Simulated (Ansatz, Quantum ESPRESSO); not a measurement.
# 1 layers of Mo in Al(111), on the host's sites: ballistic transmission, part 2 of 3

How well does the junction conduct in the ballistic limit? It is: 1 layers of Mo in Al(111), on the host's sites.

Quantum ESPRESSO 7.5; plane-wave DFT, PBE, GBRV ultrasoft pseudopotentials; cross-check by Ansatz 0.2.0 with PAW datasets.

So far. Step 2 (SCF with pw.x): The run needed 51 iterations to bring the estimated error under 1e-07 Ry; the largest force on any atom, held or free, is 0.66 eV/Å.

## (3) Transmission with pwcond.x

Level of this step: transmission by pwcond, lead and junction from one cell; plane-wave DFT, PBE, GBRV ultrasoft pseudopotentials (Quantum ESPRESSO).

prefixt takes both regions from one run: the lead from 0 to bdl, the scattering region from bdl to bds (units of alat). ikind = 1 puts the same lead on both sides. The program's T_tot counts both spins in a run without spin; the tables below give T per spin.

Contents of cond.in:

```
&inputcond
  outdir = './out'
  prefixt = 'scf'
  tran_file = 'cond.dat'
  bdl = 2.4494897419
  bds = 17.1113821993
  ikind = 1
  ewind = 4.0
  epsproj = 1e-05
  nz1 = 7
  energy0 = 0.4
  denergy = -0.4
/
10
  0.00000000 0.00000000 0.01562500
  0.00000000 0.12500000 0.09375000
  0.00000000 0.25000000 0.09375000
  0.00000000 0.37500000 0.09375000
  0.00000000 0.50000000 0.04687500
  0.12500000 0.25000000 0.09375000
  0.12500000 0.37500000 0.18750000
  0.12500000 0.50000000 0.18750000
  0.25000000 0.50000000 0.09375000
  0.25000000 0.62500000 0.09375000
3
```

Command:

```console
> OMP_NUM_THREADS=1 mpirun -n 2 pwcond.x -in cond.in > cond.out
```

Output:

```text
[banner, memory and clock lines left out]
Program PWCOND v.7.5 starts

          URL

     ./out/scf.save/

     IMPORTANT: XC functional enforced from input :
     Exchange-correlation= PBE
                           (   1   4   3   4   0   0   0)
     Any further DFT definition will be discarded
     Please, verify this is what you really want

     Reading collected, re-writing distributed wavefunctions

===== INPUT FILE containing all the regions =====

     GEOMETRY:

     lattice parameter (alat)  =       5.3984  a.u.
     the volume                =    2331.3712 (a.u.)^3
     the cross section         =      25.2384 (a.u.)^2
     l of the unit cell        =      17.1114 (alat)
     number of atoms/cell      =           21
     number of atomic types    =            2

     crystal axes: (cart. coord. in units of alat)
               a(1) = (  1.0000  0.0000  0.0000 )
               a(2) = (  0.5000  0.8660  0.0000 )
               a(3) = (  0.0000  0.0000 17.1114 )

   Cartesian axes

     site n.     atom                  positions (alat units)
          1        Al     tau(  1)=(  0.0000  0.0000 17.1114  )
          2        Al     tau(  2)=(  0.5000  0.2887  0.8165  )
          3        Al     tau(  3)=(  1.0000  0.5774  1.6330  )
          4        Al     tau(  4)=(  0.0000  0.0000  2.4495  )
          5        Al     tau(  5)=(  0.5000  0.2887  3.2660  )
          6        Al     tau(  6)=(  1.0000  0.5774  4.0825  )
          7        Al     tau(  7)=(  0.0000  0.0000  4.8990  )
          8        Al     tau(  8)=(  0.5000  0.2887  5.7155  )
          9        Al     tau(  9)=(  1.0000  0.5774  6.5320  )
         10        Mo     tau( 10)=(  0.0000  0.0000  7.3309  )
         11        Al     tau( 11)=(  0.5000  0.2887  8.1299  )
         12        Al     tau( 12)=(  1.0000  0.5774  8.9464  )
         13        Al     tau( 13)=(  0.0000  0.0000  9.7629  )
         14        Al     tau( 14)=(  0.5000  0.2887 10.5794  )
         15        Al     tau( 15)=(  1.0000  0.5774 11.3959  )
         16        Al     tau( 16)=(  0.0000  0.0000 12.2124  )
         17        Al     tau( 17)=(  0.5000  0.2887 13.0289  )
         18        Al     tau( 18)=(  1.0000  0.5774 13.8454  )
         19        Al     tau( 19)=(  0.0000  0.0000 14.6619  )
         20        Al     tau( 20)=(  0.5000  0.2887 15.4784  )
         21        Al     tau( 21)=(  1.0000  0.5774 16.2949  )

     nr1s                      =           24
     nr2s                      =           24
     nr3s                      =          375
     nr1sx                     =           24
     nr2sx                     =           24
     nr3sx                     =          375
     nr1                       =           25
     nr2                       =           25
     nr3                       =          432
     nr1x                      =           25
     nr2x                      =           25
     nr3x                      =          432

 _______________________________
  Radii of nonlocal spheres:

     type       ibeta     ang. mom.          radius (alat units)
       Al         1         0                    0.3554
       Al         2         1                    0.3554
       Al         3         2                    0.3554
       Mo         1         0                    0.4142
       Mo         2         0                    0.4142
       Mo         3         1                    0.4142
       Mo         4         1                    0.4142
       Mo         5         2                    0.4142
       Mo         6         2                    0.4142
----- General information -----

--- T calc. with identical leads (ikind=1) ---

     nrx                       =           24
     nry                       =           24
     nz1                       =            7

     energy0               =         4.0E-01
     denergy               =        -4.0E-01
     nenergy               =          3
     ecut2d                =         4.0E+01
     ewind                 =         4.0E+00
     epsproj               =         1.0E-05

     number of k_|| points=   10
                       cryst. coord.
        k(    1) = (   0.0000000   0.0000000), wk =   0.0156250
        k(    2) = (   0.0000000   0.1250000), wk =   0.0937500
        k(    3) = (   0.0000000   0.2500000), wk =   0.0937500
        k(    4) = (   0.0000000   0.3750000), wk =   0.0937500
        k(    5) = (   0.0000000   0.5000000), wk =   0.0468750
        k(    6) = (   0.1250000   0.2500000), wk =   0.0937500
        k(    7) = (   0.1250000   0.3750000), wk =   0.1875000
        k(    8) = (   0.1250000   0.5000000), wk =   0.1875000
        k(    9) = (   0.2500000   0.5000000), wk =   0.0937500
        k(   10) = (   0.2500000   0.6250000), wk =   0.0937500
----- Information about left/right lead -----

     nocros                   =            9
     noins                    =           18
     norb                     =           36
     norbf                    =          180
     nrz                      =           54

      iorb      type   ibeta   ang. mom.   m       position (alat)
        1        1       1        0        1   taunew(   1)=(  0.0000  0.0000  0.0000)
        2        1       2        1        1   taunew(   2)=(  0.0000  0.0000  0.0000)
        3        1       2        1        2   taunew(   3)=(  0.0000  0.0000  0.0000)
        4        1       2        1        3   taunew(   4)=(  0.0000  0.0000  0.0000)
        5        1       3        2        1   taunew(   5)=(  0.0000  0.0000  0.0000)
        6        1       3        2        2   taunew(   6)=(  0.0000  0.0000  0.0000)
        7        1       3        2        3   taunew(   7)=(  0.0000  0.0000  0.0000)
        8        1       3        2        4   taunew(   8)=(  0.0000  0.0000  0.0000)
        9        1       3        2        5   taunew(   9)=(  0.0000  0.0000  0.0000)
       10        1       1        0        1   taunew(  10)=(  0.5000  0.2887  0.8165)
       11        1       2        1        1   taunew(  11)=(  0.5000  0.2887  0.8165)
       12        1       2        1        2   taunew(  12)=(  0.5000  0.2887  0.8165)
       13        1       2        1        3   taunew(  13)=(  0.5000  0.2887  0.8165)
       14        1       3        2        1   taunew(  14)=(  0.5000  0.2887  0.8165)
       15        1       3        2        2   taunew(  15)=(  0.5000  0.2887  0.8165)
       16        1       3        2        3   taunew(  16)=(  0.5000  0.2887  0.8165)
       17        1       3        2        4   taunew(  17)=(  0.5000  0.2887  0.8165)
       18        1       3        2        5   taunew(  18)=(  0.5000  0.2887  0.8165)
[...]
131        1       3        2        1   taunew( 131)=(  0.5000  0.2887 10.5794)
      132        1       3        2        2   taunew( 132)=(  0.5000  0.2887 10.5794)
      133        1       3        2        3   taunew( 133)=(  0.5000  0.2887 10.5794)
      134        1       3        2        4   taunew( 134)=(  0.5000  0.2887 10.5794)
      135        1       3        2        5   taunew( 135)=(  0.5000  0.2887 10.5794)
      136        1       1        0        1   taunew( 136)=(  1.0000  0.5774 11.3959)
      137        1       2        1        1   taunew( 137)=(  1.0000  0.5774 11.3959)
      138        1       2        1        2   taunew( 138)=(  1.0000  0.5774 11.3959)
      139        1       2        1        3   taunew( 139)=(  1.0000  0.5774 11.3959)
      140        1       3        2        1   taunew( 140)=(  1.0000  0.5774 11.3959)
      141        1       3        2        2   taunew( 141)=(  1.0000  0.5774 11.3959)
      142        1       3        2        3   taunew( 142)=(  1.0000  0.5774 11.3959)
      143        1       3        2        4   taunew( 143)=(  1.0000  0.5774 11.3959)
      144        1       3        2        5   taunew( 144)=(  1.0000  0.5774 11.3959)
      145        1       1        0        1   taunew( 145)=(  0.0000  0.0000 12.2124)
      146        1       2        1        1   taunew( 146)=(  0.0000  0.0000 12.2124)
      147        1       2        1        2   taunew( 147)=(  0.0000  0.0000 12.2124)
      148        1       2        1        3   taunew( 148)=(  0.0000  0.0000 12.2124)
      149        1       3        2        1   taunew( 149)=(  0.0000  0.0000 12.2124)
      150        1       3        2        2   taunew( 150)=(  0.0000  0.0000 12.2124)
      151        1       3        2        3   taunew( 151)=(  0.0000  0.0000 12.2124)
      152        1       3        2        4   taunew( 152)=(  0.0000  0.0000 12.2124)
      153        1       3        2        5   taunew( 153)=(  0.0000  0.0000 12.2124)
      154        1       1        0        1   taunew( 154)=(  0.5000  0.2887 13.0289)
      155        1       2        1        1   taunew( 155)=(  0.5000  0.2887 13.0289)
      156        1       2        1        2   taunew( 156)=(  0.5000  0.2887 13.0289)
      157        1       2        1        3   taunew( 157)=(  0.5000  0.2887 13.0289)
      158        1       3        2        1   taunew( 158)=(  0.5000  0.2887 13.0289)
      159        1       3        2        2   taunew( 159)=(  0.5000  0.2887 13.0289)
      160        1       3        2        3   taunew( 160)=(  0.5000  0.2887 13.0289)
      161        1       3        2        4   taunew( 161)=(  0.5000  0.2887 13.0289)
      162        1       3        2        5   taunew( 162)=(  0.5000  0.2887 13.0289)
      163        1       1        0        1   taunew( 163)=(  1.0000  0.5774 13.8454)
      164        1       2        1        1   taunew( 164)=(  1.0000  0.5774 13.8454)
      165        1       2        1        2   taunew( 165)=(  1.0000  0.5774 13.8454)
      166        1       2        1        3   taunew( 166)=(  1.0000  0.5774 13.8454)
      167        1       3        2        1   taunew( 167)=(  1.0000  0.5774 13.8454)
      168        1       3        2        2   taunew( 168)=(  1.0000  0.5774 13.8454)
      169        1       3        2        3   taunew( 169)=(  1.0000  0.5774 13.8454)
      170        1       3        2        4   taunew( 170)=(  1.0000  0.5774 13.8454)
      171        1       3        2        5   taunew( 171)=(  1.0000  0.5774 13.8454)
      172        1       1        0        1   taunew( 172)=(  0.0000  0.0000 14.6619)
      173        1       2        1        1   taunew( 173)=(  0.0000  0.0000 14.6619)
      174        1       2        1        2   taunew( 174)=(  0.0000  0.0000 14.6619)
      175        1       2        1        3   taunew( 175)=(  0.0000  0.0000 14.6619)
      176        1       3        2        1   taunew( 176)=(  0.0000  0.0000 14.6619)
      177        1       3        2        2   taunew( 177)=(  0.0000  0.0000 14.6619)
      178        1       3        2        3   taunew( 178)=(  0.0000  0.0000 14.6619)
      179        1       3        2        4   taunew( 179)=(  0.0000  0.0000 14.6619)
      180        1       3        2        5   taunew( 180)=(  0.0000  0.0000 14.6619)
 ngper, shell number =           85          11
 ngper, n2d =           85          69
---  E-Ef =    0.4000000  k =    0.0000000   0.0000000
---  ie =          1  ik =          1
 Nchannels of the left tip =            1
 Right moving states:
   k1(2pi/a)   k2(2pi/a)   E-Ef (eV)
   0.0053868   0.0000004   0.4000000
 Left moving states:
   k1(2pi/a)   k2(2pi/a)   E-Ef (eV)
  -0.0053868   0.0000004   0.4000000

 to transmit
 Band j to band i transmissions and reflections:
    j         i     |T_ij|^2    |R_ij|^2

    1 -->     1     0.16224     0.83776
   Total T_j, R_j =    0.16224  0.83776

E-Ef(ev), T(x2 spins) =    0.4000000   0.3244887
---  E-Ef =    0.0000000  k =    0.0000000   0.0000000
---  ie =          2  ik =          1
 Nchannels of the left tip =            1
 Right moving states:
   k1(2pi/a)   k2(2pi/a)   E-Ef (eV)
  -0.0304649   0.0000004   0.0000000
 Left moving states:
   k1(2pi/a)   k2(2pi/a)   E-Ef (eV)
   0.0304649   0.0000004   0.0000000

 to transmit
 Band j to band i transmissions and reflections:
    j         i     |T_ij|^2    |R_ij|^2

    1 -->     1     0.14702     0.85298
   Total T_j, R_j =    0.14702  0.85298

E-Ef(ev), T(x2 spins) =    0.0000000   0.2940431
---  E-Ef =   -0.4000000  k =    0.0000000   0.0000000
---  ie =          3  ik =          1
 Nchannels of the left tip =            1
 Right moving states:
   k1(2pi/a)   k2(2pi/a)   E-Ef (eV)
  -0.0668729   0.0000004  -0.4000000
 Left moving states:
   k1(2pi/a)   k2(2pi/a)   E-Ef (eV)
   0.0668729   0.0000004  -0.4000000

 to transmit
 Band j to band i transmissions and reflections:
    j         i     |T_ij|^2    |R_ij|^2

    1 -->     1     0.13021     0.86979
   Total T_j, R_j =    0.13021  0.86979

E-Ef(ev), T(x2 spins) =   -0.4000000   0.2604297
 ngper, shell number =           85          45
 ngper, n2d =           85          71
[... further energies and points left out ...]
---  E-Ef =    0.4000000  k =    0.2500000   0.6250000
---  ie =          1  ik =         10
 Nchannels of the left tip =            1
 Right moving states:
   k1(2pi/a)   k2(2pi/a)   E-Ef (eV)
   0.2415719   0.0000005   0.4000000
 Left moving states:
   k1(2pi/a)   k2(2pi/a)   E-Ef (eV)
  -0.2415719   0.0000005   0.4000000

 to transmit
 Band j to band i transmissions and reflections:
    j         i     |T_ij|^2    |R_ij|^2

    1 -->     1     0.18027     0.81973
   Total T_j, R_j =    0.18027  0.81973

E-Ef(ev), T(x2 spins) =    0.4000000   0.3605461
---  E-Ef =    0.0000000  k =    0.2500000   0.6250000
---  ie =          2  ik =         10
 Nchannels of the left tip =            1
 Right moving states:
   k1(2pi/a)   k2(2pi/a)   E-Ef (eV)
   0.1732268   0.0000005   0.0000000
 Left moving states:
   k1(2pi/a)   k2(2pi/a)   E-Ef (eV)
  -0.1732268   0.0000005   0.0000000

 to transmit
 Band j to band i transmissions and reflections:
    j         i     |T_ij|^2    |R_ij|^2

    1 -->     1     0.15310     0.84690
   Total T_j, R_j =    0.15310  0.84690

E-Ef(ev), T(x2 spins) =    0.0000000   0.3062009
---  E-Ef =   -0.4000000  k =    0.2500000   0.6250000
---  ie =          3  ik =         10
 Nchannels of the left tip =            1
 Right moving states:
   k1(2pi/a)   k2(2pi/a)   E-Ef (eV)
   0.0849045   0.0000005  -0.4000000
 Left moving states:
   k1(2pi/a)   k2(2pi/a)   E-Ef (eV)
  -0.0849045   0.0000005  -0.4000000

 to transmit
 Band j to band i transmissions and reflections:
    j         i     |T_ij|^2    |R_ij|^2

    1 -->     1     0.00777     0.99223
   Total T_j, R_j =    0.00777  0.99223

E-Ef(ev), T(x2 spins) =   -0.4000000   0.0155425
   T_tot     0.40000      0.17622E+01
   T_tot     0.00000      0.11856E+01
   T_tot    -0.40000      0.12542E+01

Note: The following floating-point exceptions are signalling: IEEE_UNDERFLOW_FLAG
Note: The following floating-point exceptions are signalling: IEEE_UNDERFLOW_FLAG
```

Run time: 59 s. Hardware: 2 MPI ranks of Arm Neoverse V2, shared host; peak memory 0.2 GiB; 2 min of CPU time.

Numbers from this step:

```
lead channels at the Fermi level, one spin : 1.141
transmission at the Fermi level, one spin  : 0.5928
conductance                                : 0.5928 G₀
```

Per spin; mean over the k mesh across the current. The open channels, zone mean by energy, zero at the Fermi level:

```csv
energy (eV),"open channels, zone mean"
-0.400,1.33
0.000,1.14
0.400,1.42
```

Per spin; mean over the k mesh across the current. The transmission, zone mean by energy, zero at the Fermi level:

```csv
energy (eV),"transmission, zone mean"
-0.400,0.627
0.000,0.593
0.400,0.881
```

At 0.000 eV; k in fractions of b1, b2. Transmission by k point:

```csv
k1,k2,weight,t,channels
0,0,0.01562,0.147,1
0,0.125,0.09375,0.004353,1
0,0.25,0.09375,0.9202,1
0,0.375,0.09375,1.028,2
0,0.5,0.04688,1.593,2
0.125,0.25,0.09375,0.4714,1
0.125,0.375,0.1875,0.6295,1
0.125,0.5,0.1875,0.4899,1
0.25,0.5,0.09375,0.6871,1
0.25,0.625,0.09375,0.1531,1
```

The program's own clock; routines nest. Time by routine:

```csv
routine,wall time (s),calls
PWCOND,58.36,1
scatter_forw,50.11,60
local,5.31,10
compbs,1.57,30
compbs_2,1.32,30
init,0.64,1
poten,0.07,1
```

The run is unpolarised; a magnetic state was not tried, may lie lower and would change T.

At no point does T exceed the number of channels.

(Continued in part 3 of 3.)

[Logs are printed without paths, hosts, clocks, repeated set-up lines and the standing remarks that a program may print on its own settings, such as how far it seeks lower states.]

[Hosts, paths, dates, database ids (printed as entryN), source tags and the programs' standing remarks are cut or masked in the printed files.]

[Maps of the electrostatic potential energy from Ansatz leave out the sawtooth potential of an applied field or a dipole correction, so their vacuum need not be flat; planar profiles and work functions include it.]
